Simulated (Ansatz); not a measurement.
A plane-wave DFT run in Ansatz 0.2.0 (scalar-relativistic PAW potentials unless the input names others): input and command.

```yaml
crystal:
  lattice:
    - [0.0, 3.10005, 3.10005]
    - [3.10005, 0.0, 3.10005]
    - [3.10005, 3.10005, 0.0]
  atoms:
    - { symbol: Ba, position: [0.0, 0.0, 0.0] }
    - { symbol: F, position: [0.25, 0.25, 0.25] }
    - { symbol: F, position: [0.75, 0.75, 0.75] }
basis:
  ecutwfc: 500
kpoints:
  mp_grid: { grid: [6, 6, 6] }
hamiltonian:
  xc: r2scan
scf:
  occupations: { method: gaussian, width: 0.05 }
  max_iter: 100
output:
  forces: true
  eigenvalues: true
  stress: true
total_charge: 4
```

```bash
ansatz run input.yaml --threads 1 --pin off --max-ram 1228MiB --backend cpu --events-out ev --progress --plain --runs-dir out
```

Abridged log:
```
Pseudopotentials: kind: paw
Pseudopotential: Ba, paw, valence charge 10, recommended cutoff 500 eV (meta_gga)
Pseudopotential: F, paw, valence charge 7, recommended cutoff 500 eV (meta_gga)
Functional definition: r2SCAN
Crystal: 3 atoms, lattice volume = 59.585 Å³
Basis set: ecut = 500 eV, 1459 PW (Γ), exchange–correlation on 128×128×128 points (64 copies of the dense FFT grid, shifted against one another)
Bands: 14, of which v1, the nominal top of the filled ones, is band 10 counted from 1 (9 counted from 0)
Symmetry: 48 space group operations
Space group: Fm-3m (ITA 225), of the structure as read, at distance tolerance 3.9e-5 Å
k-points: 16 of 216
Initial density: superposition of atomic densities (neutral atoms scaled as one to the charged cell's electrons: chi_scale 0, normalization atom), corrected by the library's trained network
Initial wavefunctions: pseudopotential atomic-orbital guess
Functional: x = r2scan, c = r2scan; τ floored in thin density (d = 2e-4 eV/Å³)
SCF iter   1: F=—  HF=-7599.985893 eV  |F-HF|=—  |Δ(HF+E_count)|=         —  Δρ=4.23e-1  dr2=8.66e1  dr2_τ=2.38e0  ethr=1.77e-3  ⟨swp⟩=8.2  Hψ=1666  notcnv=0
SCF iter   2: F=—  HF=-7589.436449 eV  |F-HF|=—  |Δ(HF+E_count)|=    1.05e1  Δρ=5.95e-2  dr2=3.18e0  dr2_τ=1.42e0  ethr=1.77e-3  ⟨swp⟩=3.6  Hψ=762  notcnv=0
SCF iter   3: F=—  HF=-7589.613747 eV  |F-HF|=—  |Δ(HF+E_count)|=   1.77e-1  Δρ=3.20e-2  dr2=5.55e-1  dr2_τ=1.51e-2  ethr=1.77e-3  ⟨swp⟩=3.0  Hψ=550  notcnv=0
SCF iter   4: F=—  HF=-7589.555574 eV  |F-HF|=—  |Δ(HF+E_count)|=   5.82e-2  Δρ=5.84e-3  dr2=2.78e-2  dr2_τ=6.30e-4  ethr=1.77e-3  ⟨swp⟩=2.0  Hψ=400  notcnv=0
SCF iter   5: F=—  HF=-7589.555493 eV  |F-HF|=—  |Δ(HF+E_count)|=   8.11e-5  Δρ=1.28e-3  dr2=5.77e-4  dr2_τ=4.71e-5  ethr=1.39e-4  ⟨swp⟩=3.2  Hψ=342  notcnv=0
SCF iter   6: F=—  HF=-7589.555452 eV  |F-HF|=—  |Δ(HF+E_count)|=   4.04e-5  Δρ=6.87e-5  dr2=1.32e-6  dr2_τ=3.80e-7  ethr=2.89e-6  ⟨swp⟩=2.8  Hψ=391  notcnv=0
SCF iter   7: F=—  HF=-7589.555452 eV  |F-HF|=—  |Δ(HF+E_count)|=   4.38e-7  Δρ=1.01e-5  dr2=8.02e-8  dr2_τ=3.30e-9  ethr=5.00e-10  ⟨swp⟩=8.3  Hψ=1469  notcnv=0
SCF iter   8: F=-7589.555452 eV  HF=-7589.555452 eV  |F-HF|=1.56e-10  |Δ(HF+E_count)|=   1.89e-8  Δρ=8.78e-7  dr2=3.46e-10  dr2_τ=2.62e-11  ethr=4.01e-10  ⟨swp⟩=2.1  Hψ=824  notcnv=0
SCF 1 converged in 8 iterations: F = -7589.555452 eV  dr2 = 3.46e-10
SCF converged after 8 iterations
Free energy (F): -7589.555452 eV
Harris-Foulkes:  -7589.555452 eV  (|F-HF|=1.56e-10)
Internal energy: -7589.546387 eV  (E = F + TS)
E sigma→0 (E₀):  -7589.550920 eV
Entropy (-TS):   -0.009064 eV (-3.021 meV/atom)
Fermi energy:    -3.099622 eV
--- Forces (eV/Å), atoms counted from 1 ---
  atom   1  Ba     0.00000000     0.00000000     0.00000000
  atom   2  F      0.00000000     0.00000000     0.00000000
  atom   3  F      0.00000000     0.00000000     0.00000000
--- Stress (GPa, compression-positive) ---
       29.504580       0.000000       0.000000
        0.000000      29.504580       0.000000
        0.000000       0.000000      29.504580
  P = ⅓ Tr σ = 29.5046 GPa (295.046 kbar)
```

Question: Find the fault.

Answer: The fault is a net charge on a solid that should be neutral, 4 electrons a cell too few, offset by a uniform background, so that energy and pressure hang on that convention (total_charge: not typed → 4, the first being the value of the sound run). Setting it back cures it. The run converged all the same, with a total energy on another zero, pressure 29.50 GPa (with the neutralising background of the charged cell), largest force 0.000 eV/Å, no gap on the mesh, so convergence alone doesn't show that an input is right. A reference run from the same start on usual settings converged with pressure -0.16 GPa, largest force 0.000 eV/Å, gap on the mesh 7.42 eV.